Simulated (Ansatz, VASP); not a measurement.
**W: VASP beside Ansatz**

```
CELL_PARAMETERS angstrom
-1.56897 1.56897 1.56897
1.56897 -1.56897 1.56897
1.56897 1.56897 -1.56897
ATOMIC_POSITIONS crystal
W 0.00000 0.00000 0.00000
```

Alike in both runs: task relaxation of cell and atoms; functional LDA; k mesh 18 × 18 × 18; occupations gaussian, width 0.1 eV; no spin polarisation.

|  | VASP | Ansatz |
| --- | --- | --- |
| version | VASP 6.6.1 | Ansatz 0.2.0 |
| potentials or method | VASP PAW LDA potentials, release 64 (W_sv) | scalar-relativistic, plane waves, PAW |
| plane-wave cutoff (eV) | 600 | 420 |
| valence electrons in the cell | 14 | 14 |

Ansatz gave:

* gap on the k mesh at the Fermi level, each at its own relaxed structure (eV): none
* relaxed volume (Å³/atom): 15.42
* relaxed cell length with the largest relative difference (Å): 2.716

Problem. Which values does VASP return?

Solution. gap on the k mesh at the Fermi level, each at its own relaxed structure (eV): none; relaxed volume (Å³/atom): 15.51; relaxed cell length with the largest relative difference (Å): 2.721.

A gap of «none» marks a metal or a gap that the smearing closes. Ansatz warned: «pseudo_functional_mismatch».

The runs have no spin-orbit coupling, so splittings on W are missing.
